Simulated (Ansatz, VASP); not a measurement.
# W in two plane-wave programs

Wanted: the spread between two codes on one cell, functional and k mesh. Of the first pair: The cell is taken from a series of runs on this material, whose earlier steps may have relaxed, scaled, displaced or heated it; both programs get it as it stands.

Main program and level: Ansatz 0.2.0; plane waves, with VASP 6.6.1 beside it; single point at PBE.

### 1. The structure

The cell holds 6 atoms: 6 W. Its edges and angles: a = 2.741 Å, b = 4.476 Å, c = 24.189 Å, α = 90.0°, β = 90.0°, γ = 144.7°. It derives from W (Tungsten). As first built, before any earlier steps moved the atoms (in the runner's words): stoichiometric True; symmetric True. Vacuum lies along c.

### 2. VASP: single point, PBE, pair 1

A single point gives forces, pressure and levels at one fixed geometry, so differences don't come from the geometry; what else differs is listed under the comparison.

Lines of VASP's logs that name or quote its potential files are left out, and so is its time.

File INCAR:

```
SYSTEM = W
PREC = Accurate
ENCUT = 520
EDIFF = 1E-06
NELM = 120
ISMEAR = -1
SIGMA = 0.05
LREAL = .FALSE.
ALGO = Normal
GGA = PE
NBANDS = 24
LASPH = .TRUE.
LORBIT = 11
LWAVE = .FALSE.
LCHARG = .FALSE.
ISIF = 2
GGA_COMPAT = .FALSE.
KPAR = 2
```

File POSCAR:

```
W
1.0
    2.7407019351      0.0000000000      0.0000000000
   -3.6542692468      2.5839585647      0.0000000000
    0.0000000000      0.0000000000     24.1888687968
W
6
Direct
    0.0000000000      0.0000000000      0.7304021050
    0.0000000000      0.5000000000      0.6402335168
    0.0000000000      0.0000000000      0.5462562710
    0.0000000000      0.5000000000      0.4537437290
    0.0000000000      0.0000000000      0.3597664832
    0.0000000000      0.5000000000      0.2695978950
```

File KPOINTS:

```
Automatic mesh
0
Gamma
24 24 1
0 0 0
```

The projector-augmented-wave data sets are W (PBE family, release 64).

Run with:

```console
> mpirun -np 2 vasp_std
```

Numbers of over 12 decimals in the logs are rounded to 6 here.

Log:

```text
[banner, memory and clock lines left out]
running    2 mpi-ranks, on    1 nodes
 distrk:  each k-point on    1 cores,    2 groups
 distr:  one band on    1 cores,    1 groups

 POSCAR found type information on POSCAR W
 POSCAR found :  1 types and       6 ions
 LDA part: xc-table for (Slater+PW92), standard interpolation
 POSCAR, INCAR and KPOINTS ok, starting setup
 FFT: planning ... GRIDC
 FFT: planning ... GRID_SOFT
 FFT: planning ... GRID
 WAVECAR not read
 entering main loop
       N       E                     dE             d eps       ncg     rms          rms(c)
DAV:   1     0.168484214135E+03    0.16848E+03   -0.14761E+04  7536   0.125E+03
DAV:   2    -0.607075216177E+02   -0.22919E+03   -0.21832E+03 10624   0.296E+02
DAV:   3    -0.786389861640E+02   -0.17931E+02   -0.17055E+02 10424   0.701E+01
DAV:   4    -0.796646450641E+02   -0.10257E+01   -0.10036E+01 12264   0.151E+01
DAV:   5    -0.797097714474E+02   -0.45126E-01   -0.44461E-01 11424   0.263E+00    0.470E+01
DAV:   6    -0.778188653424E+02    0.18909E+01   -0.18343E+01 12104   0.186E+01    0.239E+01
DAV:   7    -0.118547329194E+03   -0.40728E+02   -0.32413E+02 14568   0.835E+01    0.247E+01
DAV:   8    -0.729026562106E+02    0.45645E+02   -0.24828E+02 14272   0.591E+01    0.511E+00
DAV:   9    -0.752923420188E+02   -0.23897E+01   -0.32169E+01 12192   0.238E+01    0.328E+00
DAV:  10    -0.752967871335E+02   -0.44451E-02   -0.18666E+00 12160   0.673E+00    0.260E+00
DAV:  11    -0.753047878520E+02   -0.80007E-02   -0.13397E-01 11104   0.198E+00    0.215E+00
DAV:  12    -0.752805205638E+02    0.24267E-01   -0.30084E-02 12232   0.952E-01    0.171E+00
DAV:  13    -0.752490163267E+02    0.31504E-01   -0.26509E-01 12152   0.274E+00    0.105E+00
DAV:  14    -0.752498069093E+02   -0.79058E-03   -0.30408E-02  9840   0.111E+00    0.771E-01
[...]
DAV:  19    -0.752463353141E+02   -0.29582E-04   -0.24165E-04 12392   0.908E-02    0.479E-02
DAV:  20    -0.752463508948E+02   -0.15581E-04   -0.62810E-05 12128   0.499E-02    0.146E-02
DAV:  21    -0.752464245732E+02   -0.73678E-04   -0.45810E-05 11656   0.337E-02    0.909E-03
DAV:  22    -0.752464630205E+02   -0.38447E-04   -0.72403E-06  9664   0.180E-02    0.286E-03
DAV:  23    -0.752464770328E+02   -0.14012E-04   -0.10532E-06  6648   0.499E-03    0.299E-03
DAV:  24    -0.752464803363E+02   -0.33035E-05   -0.53200E-07  5912   0.413E-03    0.165E-03
DAV:  25    -0.752464823839E+02   -0.20475E-05   -0.29503E-07  5712   0.252E-03    0.110E-03
DAV:  26    -0.752464825463E+02   -0.16242E-06   -0.11389E-07  5480   0.192E-03
   1 F= -.75246483E+02 E0= -.75230905E+02  d E =-.311551E-01
```

Parts of OUTCAR (step 2):

```text
ion  position               nearest neighbor table
   1  0.000  0.000  0.730-   2 2.69   2 2.69   2 3.12   2 3.12
   2  0.000  0.500  0.640-   1 2.69   1 2.69   3 2.77   3 2.77   1 3.12   1 3.12   3 3.19   3 3.19

  LATTYP: Found a base centered orthorhombic cell.
 ALAT       =     3.1646900000
 B/A-ratio  =     1.4142135624
 C/A-ratio  =     7.6433612129

 Subroutine GETGRP returns: Found  8 space group operations
 (whereof  4 operations were pure point group operations)

The static configuration has the point symmetry C_2v.
 The point group associated with its full space group is D_2h.

 Found    157 irreducible k-points:

   k-points           NKPTS =    157   k-points in BZ     NKDIM =    157   number of bands    NBANDS=     24

   dimension x,y,z NGX =    20 NGY =   36 NGZ =  180
   dimension x,y,z NGXF=    40 NGYF=   72 NGZF=  360

   ENCUT  =  520.0 eV  38.22 Ry    6.18 a.u.   5.10  8.32 44.98*2*pi/ulx,y,z

   NELECT =      36.0000    total number of electrons

 k-points in reciprocal lattice and weights: Automatic mesh
   0.00000000  0.00000000  0.00000000       0.002
   0.04166667  0.00000000  0.00000000       0.003
   0.08333333  0.00000000  0.00000000       0.003
   0.12500000  0.00000000  0.00000000       0.003
   0.16666667  0.00000000  0.00000000       0.003
   0.20833333  0.00000000  0.00000000       0.003
   0.25000000  0.00000000  0.00000000       0.003
   0.29166667  0.00000000  0.00000000       0.003
   0.33333333 -0.00000000  0.00000000       0.003
[...]
0.20833333  0.50000000  0.00000000       0.007
   0.25000000  0.50000000  0.00000000       0.003

 average (electrostatic) potential at core
       1 -43.3731       2 -43.5145       3 -43.5267       4 -43.5267       5 -43.5145
       6 -43.3731

 E-fermi :   2.2773

 k-point     1 :       0.0000    0.0000    0.0000
  band No.  band energies     occupation
    ...
     16       1.0145      2.00000
     17       1.1544      2.00000
     18       1.2885      2.00000
     19       1.9838      1.99436
     20       2.3319      0.50270
     21       2.8910      0.00001
     22       3.1762      0.00000
     23       3.8738      0.00000
     24       3.9054      0.00000

 k-point     2 :       0.0417    0.0000    0.0000
  band No.  band energies     occupation
    ...
     16       0.8812      2.00000
     17       1.1274      2.00000
     18       1.5041      2.00000
     19       2.1280      1.90379
     20       2.2440      1.32092
     21       2.6701      0.00077
     22       3.4600      0.00000
     23       3.9626      0.00000
     24       3.9987      0.00000

 k-point     3 :       0.0833    0.0000    0.0000
  band No.  band energies     occupation
    ...
     16       0.8374      2.00000
     17       1.3040      2.00000
     18       1.5069      2.00000
     19       2.0247      1.98729
     20       2.0658      1.97133
     21       2.8826      0.00001
     22       3.7016      0.00000
     23       4.0535      0.00000
     24       4.0902      0.00000

  Total       -3.2815628     -3.8050430     -1.5959899     -0.7403128      0.0000000      0.0000000
  in kB      -30.6922261    -35.5882996    -14.9271818     -6.9240935      0.0000000      0.0000000
  external PRESSURE =     -27.0692358 kB  Pullay stress =       0.0000000 kB

  energy-cutoff  :      520.00
  volume of cell :      171.30
      direct lattice vectors                 reciprocal lattice vectors
     2.740701935  0.000000000  0.000000000     0.364870031  0.516004146  0.000000000
    -3.654269247  2.583958565  0.000000000     0.000000000  0.387003110  0.000000000
     0.000000000  0.000000000 24.188868797     0.000000000  0.000000000  0.041341330

 POSITION                                       TOTAL-FORCE (eV/Angst)
 -----------------------------------------------------------------------------------
      0.00000      0.00000     17.66760         0.000000      0.000000     -0.213979
     -1.82713      1.29198     15.48652         0.000000      0.000000      0.062444
      0.00000      0.00000     13.21332         0.000000      0.000000      0.185910
     -1.82713      1.29198     10.97555         0.000000      0.000000     -0.185910
      0.00000      0.00000      8.70234         0.000000      0.000000     -0.062444
     -1.82713      1.29198      6.52127         0.000000      0.000000      0.213979
 -----------------------------------------------------------------------------------
    total drift:                               -0.000000      0.000000      0.000000

  FREE ENERGIE OF THE ION-ELECTRON SYSTEM (eV)
  ---------------------------------------------------
  free  energy   TOTEN  =       -75.2464825463 eV

  energy  without entropy=      -75.2153274843  energy(sigma->0) =      -75.23090502

 total charge
# of ion       s       p       d       tot
------------------------------------------
    1        0.682   0.549   4.054   5.285
    2        0.680   0.711   4.180   5.571
    3        0.674   0.709   4.148   5.532
    4        0.674   0.709   4.148   5.532
    5        0.680   0.711   4.180   5.571
    6        0.682   0.549   4.054   5.285
--------------------------------------------------
tot          4.072   3.937  24.766  32.775

[... 3 further parts left out ...]
```

The data set W keeps the semicore shell frozen, which is cheaper and a little less accurate.

### 3. Ansatz: single point, PBE, pair 1

Ansatz runs on its default PAW (the set named soft_2) files.

The same cell, functional, mesh and smearing now go to Ansatz, which takes its cutoff from its data sets.

File input.yaml:

```yaml
crystal:
  lattice:
    - [2.7407019351, 0.0, 0.0]
    - [-3.6542692468, 2.5839585647, 0.0]
    - [0.0, 0.0, 24.1888687968]
  atoms:
    - { symbol: W, position: [1.0, 1.0, 0.730402105] }
    - { symbol: W, position: [1.0, 0.5, 0.6402335168] }
    - { symbol: W, position: [1.0, 1.0, 0.546256271] }
    - { symbol: W, position: [1.0, 0.5, 0.453743729] }
    - { symbol: W, position: [1.0, 1.0, 0.3597664832] }
    - { symbol: W, position: [1.0, 0.5, 0.269597895] }
kpoints:
  mp_grid: { grid: [24, 24, 1] }
scf:
  occupations: { method: fermi_dirac, width: 0.05 }
  n_extra_bands: 8
hamiltonian:
  xc: pbe
  pseudopotentials: { kind: paw }
output:
  forces: true
  write_potential: true
  volumetric_format: []
  efg: { contact_densities: true }
  dos:
    projected: true
    de: 0.05
    e_range: [-30, 12]
    method: { smearing: { sigma: 0.15, scheme: gaussian } }
  eigenstates:
    kpoints:
      - [0.5, 0.0, 0.0]
      - [0.45833333, 0.0, 0.0]
      - [0.41666667, 0.0, 0.0]
      - [0.375, 0.0, 0.0]
      - [0.33333333, 0.0, 0.0]
      - [0.29166667, 0.0, 0.0]
      - [0.25, 0.0, 0.0]
      - [0.20833333, 0.0, 0.0]
      - [0.16666667, 0.0, 0.0]
      - [0.125, 0.0, 0.0]
      - [0.08333333, 0.0, 0.0]
      - [0.04166667, 0.0, 0.0]
      - [0.0, 0.0, 0.0]
      - [0.0, 0.0625, 0.0]
      - [0.0, 0.125, 0.0]
      - [0.0, 0.1875, 0.0]
      - [0.0, 0.25, 0.0]
      - [0.0, 0.3125, 0.0]
      - [0.0, 0.375, 0.0]
      - [0.0, 0.4375, 0.0]
      - [0.0, 0.5, 0.0]
      - [0.475, 0.475, 0.0]
      - [0.45, 0.45, 0.0]
      - [0.425, 0.425, 0.0]
      - [0.4, 0.4, 0.0]
      - [0.375, 0.375, 0.0]
      - [0.35, 0.35, 0.0]
      - [0.325, 0.325, 0.0]
      - [0.3, 0.3, 0.0]
      - [0.275, 0.275, 0.0]
      - [0.25, 0.25, 0.0]
      - [0.225, 0.225, 0.0]
      - [0.2, 0.2, 0.0]
      - [0.175, 0.175, 0.0]
      - [0.15, 0.15, 0.0]
      - [0.125, 0.125, 0.0]
      - [0.1, 0.1, 0.0]
      - [0.075, 0.075, 0.0]
      - [0.05, 0.05, 0.0]
      - [0.025, 0.025, 0.0]
    e_range: [-8.0, 4.0]
    unfold:
      supercell_matrix: [[1, 0, 0], [0, 1, 0], [0, 0, 1]]
      layers:
        axis: 3
        edges: [0.104232, 0.406754, 0.406854, 0.593145, 0.593245, 0.895767]
```

Run with:

```console
> ansatz run input.yaml --threads 2 --pin off --max-ram 6144MiB --backend cpu --events-out ev --progress --plain --runs-dir out
```

Log:

```text
scf.n_extra_bands = 8 over 42 filled bands (N_el = 84.0): the run solves 50 bands
W: output.efg is read without spin–orbit coupling, which moves field gradients at and beside such atoms by some per cent and up to a factor of two; PAW files take it under magnetization.noncollinear and magnetization.spin_orbit
Engine: ansatz 0.2.0, aarch64-unknown-linux-gnu
Pseudopotentials: kind: paw
Pseudopotential: W, paw, valence charge 14, recommended cutoff 420 eV (normal), W.paw.azcp
Functional definition: PBE
  parameter kappa = 0.804
  parameter beta = 0.066725
  exchange = pbe_x(kappa = kappa, mu = beta*pi^2/3)
  correlation = pbe_c(beta = beta)
Crystal: 6 atoms, lattice volume = 171.302 Å³
Basis set: ecut = 420 eV, 3419 PW (Γ), exchange–correlation on 40×60×324 points (8 copies of the dense FFT grid, shifted against one another)
Bands: 50, of which v1, the nominal top of the filled ones, is band 42 counted from 1 (41 counted from 0)
Symmetry: 8 space group operations
Space group: Cmme (ITA 67), of the structure as read, at distance tolerance 5.6e-5 Å
k-points: 157 of 576
Non-local potential: W, projectors of the file, l = 0: 3, l = 1: 2, l = 2: 2, l = 3: 1
PAW form: soft (Blöchl's): semilocal exchange-correlation on the pseudo side does not see the compensation charge
PAW one-centre angular grid: W, 590 points (default); XC on 64 Gauss nodes
Initial density: superposition of atomic densities (neutral atoms: chi_scale 0, normalization atom), corrected by the library's trained network
Initial wavefunctions: pseudopotential atomic-orbital guess
Functional: x = pbe(κ = 0.804, μ = 0.219515), c = pbe(β = 0.066725)
SCF iter   1: F=—  HF=-62306.103410 eV  |F-HF|=—  |Δ(HF+E_count)|=         —  Δρ=6.67e-3  dr2=5.04e-1  ethr=1.77e-3  ⟨swp⟩=8.2  Hψ=35503  notcnv=0  defer=3
preconditioner: auto → LDOS  [metal: Δε(μ)=0.009 eV  Ē_g=4.790 eV  σ=0.050 eV  W_gap=0.05  n_scr=18 (ndim 8)  ℏωp=17.0 eV  f_vac=0.383  D(μ)=3.83/eV (n_scr^D=14)  β→1.0]
SCF iter   2: F=—  HF=-62306.086533 eV  |F-HF|=—  |Δ(HF+E_count)|=   1.69e-2  Δρ=3.64e-3  dr2=1.15e-1  ethr=6.00e-4  ⟨swp⟩=3.0  Hψ=12370  notcnv=0  defer=115
SCF iter   3: F=—  HF=-62306.076525 eV  |F-HF|=—  |Δ(HF+E_count)|=   1.00e-2  Δρ=5.82e-4  dr2=3.70e-3  ethr=1.37e-4  ⟨swp⟩=2.3  Hψ=11673  notcnv=0  defer=115
SCF iter   4: F=—  HF=-62306.076172 eV  |F-HF|=—  |Δ(HF+E_count)|=   3.53e-4  Δρ=1.71e-4  dr2=1.73e-4  ethr=4.40e-6  ⟨swp⟩=2.9  Hψ=12115  notcnv=0  defer=115
SCF iter   5: F=—  HF=-62306.076159 eV  |F-HF|=—  |Δ(HF+E_count)|=   1.34e-5  Δρ=5.99e-5  dr2=1.02e-5  ethr=2.06e-7  ⟨swp⟩=2.8  Hψ=11409  notcnv=0  defer=115
SCF iter   6: F=—  HF=-62306.076486 eV  |F-HF|=—  |Δ(HF+E_count)|=   3.27e-4  Δρ=1.91e-5  dr2=1.06e-6  ethr=1.21e-8  ⟨swp⟩=3.0  Hψ=12269  notcnv=0  defer=115
SCF iter   7: F=—  HF=-62306.076487 eV  |F-HF|=—  |Δ(HF+E_count)|=   6.83e-7  Δρ=7.30e-6  dr2=1.92e-7  ethr=1.26e-9  ⟨swp⟩=3.4  Hψ=14747  notcnv=0  defer=115
SCF iter   8: F=-62306.076487 eV  HF=-62306.076487 eV  |F-HF|=7.28e-11  |Δ(HF+E_count)|=   3.41e-8  Δρ=1.82e-6  dr2=7.76e-9  ethr=1.19e-10  ⟨swp⟩=18.2  Hψ=67627  notcnv=0
SCF 1 converged in 8 iterations: F = -62306.076487 eV  dr2 = 7.76e-9
  greatest PAW one-centre occupation: 1.000 electrons in one spin orbital (limit 2), on the W atom at site 5 (counted from 0), in its partial waves of l = 0
NSCF: frozen V_eff on 40 k-points
WARN: The output density's exchange-correlation potential varies sharply where the density is thin. Do not read a vacuum level from v_tot or v_xc, or from such a field of the output density. On a cell that repeats whose density bears no net charge and no dipole along the vacuum's axis use v_es (v_loc + v_h of the components); under efield.dipole_correction with no amplitude use v_es + v_field, which holds any externa [...]
SCF converged after 8 iterations
Free energy (F): -62306.076487 eV
Harris-Foulkes:  -62306.076487 eV  (|F-HF|=7.28e-11)
Internal energy: -62306.045350 eV  (E = F + TS)
E sigma→0 (E₀):  -62306.060919 eV
Entropy (-TS):   -0.031136 eV (-5.189 meV/atom)
Fermi energy:    10.510893 eV
--- Per-component energies (eV) ---
  E_band       = -1498.379010
  E_kinetic    = 2693.464446
  E_local      = -77035.160495  (includes V_loc(G=0)·N_el)
  E_nonlocal   = 5.175303
  E_hartree    = 37507.650788
  E_xc         = -1597.733379
  E_vxc        = -1427.569358  (∫ρ·V_xc dr)
  E_paw        = -51374.866795  (= ΣΔE_a)
  E_vpaw       = -749.591992  (= ΣTr[D̂ρ^β])
  E_aug_tail   = -0.000349  (compensation charges beyond the density's cutoff)
  E_ewald      = 27495.425131
  E_smearing   = -0.031136  (= −TS)
  E_closure    = 0.000000  (closes the sum)
  Σ components = -62306.076487   (vs F -62306.076487, Δ=0.00e0)
--- Forces (eV/Å), atoms counted from 1 ---
  atom   1  W      0.00000000     0.00000000    -0.00558722
  atom   2  W      0.00000000     0.00000000    -0.01391937
  atom   3  W     -0.00000000     0.00000000     0.21304614
  atom   4  W      0.00000000     0.00000000    -0.21304614
  atom   5  W      0.00000000     0.00000000     0.01391937
  atom   6  W      0.00000000     0.00000000     0.00558722
  max |Σ_I F_I| component: 5.20e-18 eV/Å
--- PAW observables at the nuclei: V_zz in 10²¹ V/m², potentials from the cell's mean, atoms counted from 1 ---
  atom   1  W  V_zz =   +33.391817   η = 0.0143   by run symmetry: allowed
            electrostatic potential = -14806.477609 V   contact ρ = 8822130.148921 e/Å³
  atom   2  W  V_zz =    -5.342893   η = 0.9896   by run symmetry: allowed
            electrostatic potential = -14806.477696 V   contact ρ = 8822104.536510 e/Å³
  atom   3  W  V_zz =    +1.220380   η = 0.4618   by run symmetry: allowed
            electrostatic potential = -14806.457620 V   contact ρ = 8822101.117767 e/Å³
  atom   4  W  V_zz =    +1.220380   η = 0.4618   by run symmetry: allowed
            electrostatic potential = -14806.457620 V   contact ρ = 8822101.117767 e/Å³
  atom   5  W  V_zz =    -5.342893   η = 0.9896   by run symmetry: allowed
            electrostatic potential = -14806.477696 V   contact ρ = 8822104.536510 e/Å³
  atom   6  W  V_zz =   +33.391817   η = 0.0143   by run symmetry: allowed
            electrostatic potential = -14806.477609 V   contact ρ = 8822130.148921 e/Å³
--- Band table (eV; the first three rows and the last of 157) ---
  k-point 0: bands = [... 38 lower, 9.2547, 9.2552, 9.3880, 9.5314, 10.2276, 10.5551, 11.1137, 11.4223, ... 4 higher]
  k-point 1: bands = [... 38 lower, 9.1886, 9.2414, 9.3494, 9.6005, 10.2956, 10.4614, 10.9859, 11.4909, ... 4 higher]
  k-point 2: bands = [... 38 lower, 9.0699, 9.1206, 9.4615, 9.7386, 10.2320, 10.4383, 10.7027, 11.6659, ... 4 higher]
  k-point 156: bands = [... 38 lower, 10.8193, 11.0919, 11.0934, 11.5566, 11.7075, 12.2261, 12.2502, 12.9757, ... 4 higher]
```

The column dr2 measures how far the density is from self-consistency, as an energy; F and HF (Harris–Foulkes) agree once it is small.

### 4. Side by side

Known differences besides the potentials themselves: the data sets hold 84 valence electrons in Ansatz (on its default PAW (the set named soft_2) files) and 36 in VASP; the cutoff is 420 eV in Ansatz and 520 eV in VASP. Total energies have different zeros and are not compared.

Forces (eV/Å; atoms numbered as in POSCAR):

```
atom        Ansatz x, y, z          VASP x, y, z
  W1  0.000, 0.000, -0.006  0.000, 0.000, -0.214
  W2  0.000, 0.000, -0.014   0.000, 0.000, 0.062
  W3   0.000, 0.000, 0.213   0.000, 0.000, 0.186
  W4  0.000, 0.000, -0.213  0.000, 0.000, -0.186
  W5   0.000, 0.000, 0.014  0.000, 0.000, -0.062
  W6   0.000, 0.000, 0.006   0.000, 0.000, 0.214
```

The forces differ by 75 meV/Å r.m.s., which is 77.0 % of the r.m.s. force of 0.097 eV/Å (both taken over all components). With vacuum in the cell, a pressure given here is an average over mostly empty space and none of the material.

### 5. What the set-up changes

Further runs change the set-up of one program: Ansatz's method, potentials or start, or VASP's data sets, cutoff or form of LDA. The table gives that difference for each run.

```
                                                run  r.m.s. force difference (meV/Å)
                                           as above                               75
VASP with the data sets W_sv and a cutoff of 400 eV                               11
```

(Part 1 of 2 ends here.)

[Lines on the potential files, build, host, timing and source positions are cut from VASP's logs without a mark.]

[Logs are printed without paths, hosts, clocks, repeated set-up lines and the standing remarks that a program may print on its own settings, such as how far it seeks lower states.]

[Hosts, paths, dates, database ids (printed as entryN), source tags and the programs' standing remarks are cut or masked in the printed files.]
